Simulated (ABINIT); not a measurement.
Nb, 1 atom in the cell. It takes space group Im-3m (No. 229, cubic). Conventional cell: a = 3.328 Å, b = 3.328 Å, c = 3.328 Å, α = 90.00°, β = 90.00°, γ = 90.00°. Nb (site symmetry m-3m) is surrounded by 8 Nb at 2.88 Å. 

- Program: ABINIT 10.8.3 (patched build)
- Task: band structure
- Functional: WC
- Potentials or basis: JTH PAW PBE v2.0
- Cutoff: 517 eV
- k mesh: 11 × 11 × 11
- Occupations: fermi-dirac, width 0.05 eV
- Spin: no spin polarisation
- Fine-grid cutoff: 1034.03 eV

Potentials or basis: JTH PAW PBE v2.0.

The run is started by

```sh
$ abinit run.abi > log 2>&1
```

Hardware: 1 thread of AMD EPYC 7R43 64-Core Processor (Zen 3), with other jobs on the host.

Problem. How long does it take, and how much memory?

Solution. It took 17 s on 1 thread of AMD EPYC 7R43 64-Core Processor (Zen 3), with other jobs on the host, peak memory 0.1 GiB. Counts: scf iterations 9, mpi ranks 1, k points 56, bands 11, plane waves 499.
